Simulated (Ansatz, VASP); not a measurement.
Ta: VASP beside Ansatz

```xyz
1
Lattice="-1.6278 1.6278 1.6278 1.6278 -1.6278 1.6278 1.6278 1.6278 -1.6278" Properties=species:S:1:pos:R:3 pbc="T T T"
Ta    0.0000    0.0000    0.0000
```

Alike in both runs: functional LDA; k mesh 16 × 16 × 16; occupations fermi-dirac, width 0.15 eV; no spin polarisation.

Ansatz relaxed the structure, and its values are those at the end. VASP's run is a single point on that final structure, the one shown.

|  | VASP | Ansatz |
| --- | --- | --- |
| version | VASP 6.6.1 | Ansatz 0.2.0 |
| potentials or method | VASP PAW LDA potentials, release 64 (Ta_pv) | scalar-relativistic, plane waves, PAW |
| plane-wave cutoff (eV) | 520 | 600 |
| valence electrons in the cell | 11 | 13 |

VASP gave:

- gap on the k mesh at the Fermi level (eV): none
- pressure (GPa): 0.9

Q: Which values does Ansatz return?

A: gap on the k mesh at the Fermi level (eV): none; pressure (GPa): 0.0.

A gap of «none» marks a metal or a gap that the smearing closes. The two sets of potentials don't hold the same shells in valence. Ansatz warned: «pseudo_functional_mismatch».

Spin-orbit coupling is left out, which matters for the levels of Ta.
